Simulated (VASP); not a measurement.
# Nb (Fm-3m) in VASP: settings compared, part 2 of 2

VASP 6.6.1. The steps go on from the part before.

**3. Optical spectrum, vdW-DF, spin-orbit coupling, no magnetisation**

INCAR reads:

```
PREC     = Accurate       # precision mode
ENCUT    = 550            # plane-wave cutoff, eV
EDIFF    = 1E-6           # SCF threshold, eV
ISMEAR   = 1              # smearing method
SIGMA    = 0.1            # smearing width, eV
LREAL    = False          # projectors in reciprocal space
LASPH    = True           # aspherical terms in the spheres
NELM     = 60             # most SCF steps
ALGO     = Fast           # electronic algorithm
ISIF     = 2              # what is computed and relaxed
LWAVE    = False          # write WAVECAR
LCHARG   = False          # write CHGCAR
MAGMOM   = 0 0 0          # initial moments
LORBIT   = 11             # projections on sites
LSORBIT  = True           # spin-orbit coupling
GGA_COMPAT= False        
LMAXMIX  = 4              # l up to which the mixer works
GGA      = RE             # functional
LUSE_VDW = True         
AGGAC    = 0.0          
LOPTICS  = True           # frequency-dependent dielectric function
NBANDS   = 109            # bands
NEDOS    = 2000           # points of the DOS
CSHIFT   = 0.1
```

KPOINTS reads:

```
Automatic mesh
0
Gamma
  8 8 8
```

POSCAR reads:

```
Nb
1.0
    0.0000000000      2.1150000000      2.1150000000
    2.1150000000      0.0000000000      2.1150000000
    2.1150000000      2.1150000000      0.0000000000
Nb
1
Direct
    0.0000000000      0.0000000000      0.0000000000
```

Potentials or basis: VASP PAW PBE potentials, release 64 (Nb_sv_GW).

Launch:

```console
> cat potpaw_PBE.64/Nb_sv_GW/POTCAR > POTCAR
> mpirun -np 1 vasp_ncl > vasp.out
```

OUTCAR:

```text
PREC = Accurate
   ENCUT = 550
   EDIFF = 1E-6
   ISMEAR = 1
   LREAL = False
   LASPH = True
   NELM = 60
   ISIF = 2
   LORBIT = 11
   LSORBIT = True
   GGA = RE

 ion  position               nearest neighbor table
   1  0.000  0.000  0.000-

  LATTYP: Found a face centered cubic cell.
 ALAT       =     4.2300000000

  Lattice vectors:

 A1 = (   0.0000000000,   2.1150000000,   2.1150000000)
 A2 = (   2.1150000000,   0.0000000000,   2.1150000000)
 A3 = (   2.1150000000,   2.1150000000,   0.0000000000)

Analysis of symmetry for initial positions (statically):
=====================================================================
 Subroutine PRICEL returns:
 Original cell was already a primitive cell.

 Routine SETGRP: Setting up the symmetry group for a
 face centered cubic supercell.

 Subroutine GETGRP returns: Found 48 space group operations
 (whereof 48 operations were pure point group operations)
 out of a pool of 48 trial point group operations.

The static configuration has the point symmetry O_h .

Analysis of symmetry for dynamics (positions and initial velocities):
=====================================================================
 Subroutine PRICEL returns:
 Original cell was already a primitive cell.

 Routine SETGRP: Setting up the symmetry group for a
 face centered cubic supercell.

 Subroutine GETGRP returns: Found 48 space group operations
 (whereof 48 operations were pure point group operations)
 out of a pool of 48 trial point group operations.

The dynamic configuration has the point symmetry O_h .

[... 994 lines left out ...]
     0.00000    56.69452    56.69452    56.69452     0.00000     0.00000     0.00000
     1.80805     2.95378     2.95378     2.95378    -0.00000     0.00000    -0.00000
     3.61610    -6.47848    -6.47848    -6.47848    -0.00000    -0.00000    -0.00000
     5.42415    -7.71619    -7.71619    -7.71619    -0.00000    -0.00000    -0.00000
     7.23220    -1.10298    -1.10298    -1.10298    -0.00000    -0.00000    -0.00000
     9.04025     0.23977     0.23977     0.23977     0.00000     0.00000    -0.00000
[... 92 lines left out ...]
   177.18883     0.97349     0.97349     0.97349    -0.00000     0.00000    -0.00000
   178.99688     0.97405     0.97405     0.97405    -0.00000     0.00000    -0.00000

  frequency dependent IMAGINARY DIELECTRIC FUNCTION (independent particle, no local field effects) current-current
     E(ev)      X         Y         Z        XY        YZ        ZX
  --------------------------------------------------------------------------------------------------------------
     0.00000   123.80059   123.80059   123.80059    -0.00000    -0.00000    -0.00000
     1.80805    21.82508    21.82508    21.82508    -0.00000    -0.00000     0.00000
     3.61610    15.68023    15.68023    15.68023    -0.00000     0.00000    -0.00000
     5.42415     3.34607     3.34607     3.34607    -0.00000    -0.00000    -0.00000
     7.23220     1.97938     1.97938     1.97938     0.00000     0.00000     0.00000
     9.04025     2.23804     2.23804     2.23804    -0.00000    -0.00000    -0.00000
[... 92 lines left out ...]
   177.18883     0.00000     0.00000     0.00000    -0.00000    -0.00000     0.00000
   178.99688     0.00000     0.00000     0.00000    -0.00000    -0.00000     0.00000

  frequency dependent      REAL DIELECTRIC FUNCTION (independent particle, no local field effects) current-current
     E(ev)        X           Y           Z          XY          YZ          ZX
  --------------------------------------------------------------------------------------------------------------
     0.00000    53.79685    53.79685    53.79685    -0.00000    -0.00000    -0.00000
     1.80805     0.64009     0.64009     0.64009    -0.00000     0.00000    -0.00000
     3.61610    -7.31579    -7.31579    -7.31579    -0.00000    -0.00000    -0.00000
     5.42415    -7.82561    -7.82561    -7.82561     0.00000     0.00000     0.00000
     7.23220    -1.14582    -1.14582    -1.14582     0.00000     0.00000     0.00000
     9.04025     0.19905     0.19905     0.19905     0.00000     0.00000     0.00000
[... 92 lines left out ...]
   177.18883     0.97351     0.97351     0.97351    -0.00000     0.00000    -0.00000
   178.99688     0.97407     0.97407     0.97407    -0.00000     0.00000    -0.00000

 Spin-Orbit-Coupling matrix elements

 Ion:    1  E_soc:     -0.2806358
 l=   1
     0.0000000    -0.0437769    -0.0437769
    -0.0437769     0.0000000    -0.0437769
    -0.0437769    -0.0437769     0.0000000
 l=   2
     0.0000000    -0.0007416     0.0000000    -0.0007416    -0.0022542
    -0.0007416     0.0000000    -0.0016906    -0.0007416    -0.0005635
     0.0000000    -0.0016906     0.0000000    -0.0016906     0.0000000
    -0.0007416    -0.0007416    -0.0016906     0.0000000    -0.0005635
    -0.0022542    -0.0005635     0.0000000    -0.0005635     0.0000000
 l=   3
     0.0000000     0.0000000     0.0000000     0.0000000     0.0000000     0.0000000     0.0000000
     0.0000000     0.0000000     0.0000000     0.0000000     0.0000000     0.0000000     0.0000000
     0.0000000     0.0000000     0.0000000     0.0000000     0.0000000     0.0000000     0.0000000
     0.0000000     0.0000000     0.0000000     0.0000000     0.0000000     0.0000000     0.0000000
     0.0000000     0.0000000     0.0000000     0.0000000     0.0000000     0.0000000     0.0000000
     0.0000000     0.0000000     0.0000000     0.0000000     0.0000000     0.0000000     0.0000000
     0.0000000     0.0000000     0.0000000     0.0000000     0.0000000     0.0000000     0.0000000

 total charge

# of ion       s       p       d       f       tot
--------------------------------------------------
    1        2.394   5.800   2.048   0.009  10.251

 magnetization (x)

# of ion       s       p       d       f       tot
--------------------------------------------------
    1       -0.000   0.000   0.000   0.000  -0.000

 magnetization (y)

# of ion       s       p       d       f       tot
--------------------------------------------------
    1        0.000  -0.000   0.000  -0.000   0.000

 magnetization (z)

# of ion       s       p       d       f       tot
--------------------------------------------------
    1        0.000  -0.000   0.000  -0.000  -0.000
```

OSZICAR:

```text
N       E                     dE             d eps       ncg     rms          rms(c)
DAV:   1     0.213797749355E+03    0.21380E+03   -0.46694E+03  6426   0.266E+02
DAV:   2     0.478846708546E+01   -0.20901E+03   -0.15550E+03  6793   0.115E+02
DAV:   3    -0.789455357560E+01   -0.12683E+02   -0.12447E+02  8295   0.376E+01
DAV:   4    -0.810513055927E+01   -0.21058E+00   -0.21041E+00  8892   0.493E+00
DAV:   5    -0.810749147163E+01   -0.23609E-02   -0.23605E-02  8428   0.459E-01    0.366E+01
RMM:   6    -0.758020793864E+01    0.52728E+00   -0.33976E-02  8522   0.637E-01    0.234E+01
RMM:   7    -0.752293631888E+01    0.57272E-01   -0.50910E-02  8392   0.570E-01    0.355E+00
RMM:   8    -0.750245484780E+01    0.20481E-01   -0.77655E-03  8113   0.462E-01    0.187E+00
RMM:   9    -0.750202550616E+01    0.42934E-03   -0.87773E-04  8349   0.134E-01    0.206E-01
RMM:  10    -0.750212682229E+01   -0.10132E-03   -0.27765E-04  9817   0.515E-02    0.497E-02
RMM:  11    -0.750212247200E+01    0.43503E-05   -0.59057E-05  9355   0.292E-02    0.347E-02
RMM:  12    -0.750212441128E+01   -0.19393E-05   -0.22373E-05 10234   0.136E-02    0.552E-02
RMM:  13    -0.750212414125E+01    0.27003E-06   -0.44673E-06  9559   0.677E-03
   1 F= -.75021241E+01 E0= -.75016627E+01  d E =-.138423E-02  mag=     0.0000    -0.0000    -0.0000
 imaginary and real dielectric function
```

Run time: 92 s. Hardware: 1 thread of Intel Xeon 6975P-C (Granite Rapids), shared host; peak memory 0.42 GiB.

Results:

```
Free energy                                           : -7.5021 eV
Pressure                                              : 1.7 GPa
Valence electrons inside the program's atomic spheres : Nb 10.25
```

Dielectric function (mean over the directions given):
| energy (eV) | real part | imaginary part |
| --- | --- | --- |
| 0.27 | 61.02 | 4.92 |
| 0.72 | 62.30 | 48.78 |
| 1.27 | -6.44 | 35.87 |
| 1.72 | 5.57 | 24.21 |
| 2.26 | -0.80 | 22.15 |
| 2.71 | 7.15 | 18.02 |
| 3.25 | 1.45 | 15.84 |
| 3.80 | 0.82 | 10.68 |
| 4.25 | -3.22 | 16.51 |
| 4.79 | -5.59 | 17.23 |
| 5.24 | -9.43 | 6.02 |
| 5.79 | -4.10 | 3.38 |
| 6.33 | -3.37 | 3.13 |
| 6.78 | -2.30 | 3.10 |
| 7.32 | -0.61 | 2.52 |
| 7.77 | -1.98 | 1.87 |
| 8.32 | 0.76 | 1.55 |
| 8.86 | -1.21 | 3.01 |
| 9.31 | -0.38 | 1.93 |
| 9.85 | -2.64 | 3.72 |
| 10.31 | -0.27 | 1.03 |
| 10.85 | -0.35 | 1.48 |
| 11.30 | 1.20 | 1.75 |
| 11.84 | 0.81 | 1.81 |
| 12.39 | -0.08 | 1.68 |
| 12.84 | 1.55 | 3.36 |
| 13.38 | 0.94 | 3.14 |
| 13.83 | -1.16 | 2.42 |
| 14.37 | -0.31 | 1.88 |
| 14.92 | 0.26 | 1.36 |
| 15.37 | -0.89 | 2.04 |
| 15.91 | -0.69 | 1.20 |
| 16.36 | -0.74 | 1.34 |
| 16.91 | -0.59 | 0.84 |
| 17.45 | 0.19 | 0.71 |
| 17.90 | -0.53 | 0.84 |
| 18.44 | -0.02 | 0.54 |
| 18.89 | 0.09 | 0.38 |
| 19.44 | 0.45 | 0.29 |
| 19.98 | 0.08 | 0.57 |

Caveat: spectra need much finer meshes, so this one isn't converged; independent-particle spectra lack excitons; the PAW data sets were made with another functional, which shifts forces and pressure a little.
